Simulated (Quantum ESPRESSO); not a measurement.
BAs in Quantum ESPRESSO: the effect of functional

The system is BAs.

```
CELL_PARAMETERS angstrom
0.00000 2.38850 2.38850
2.38850 0.00000 2.38850
2.38850 2.38850 0.00000
ATOMIC_POSITIONS crystal
As 0.75000 0.75000 0.75000
B 0.00000 0.00000 0.00000
```

Alike in all runs:

| Item | Value |
| --- | --- |
| Program | Quantum ESPRESSO 7.5 |
| Task | dielectric tensor |
| Cutoff | 612 eV |
| Density cutoff | 4898 eV |
| k mesh | 8 × 8 × 8, shifted |
| Occupations | fermi-dirac, width 0.05 eV |
| Spin | no spin polarisation |

```csv
functional,potentials or basis,pressure (GPa),dielectric constant (mean)
LDA,GBRV 1.5 LDA,-2.6,9.74
PBE,GBRV 1.5 PBE,?,?
PBEsol,GBRV 1.5 PBEsol,0.3,9.86
WC,GBRV 1.5 PBE,0.5,9.87
BLYP,GBRV 1.5 PBE,9.2,9.47
AM05,GBRV 1.5 PBE,0.0,9.84
```

Task: What does the run with functional PBE give?

Result: Pressure 3.7 GPa; dielectric constant 9.74 mean.

Caveats: the potentials were made for another functional, which shifts forces and pressure (some runs); the cell is more than 3 GPa from zero pressure, which shifts response properties (some runs).
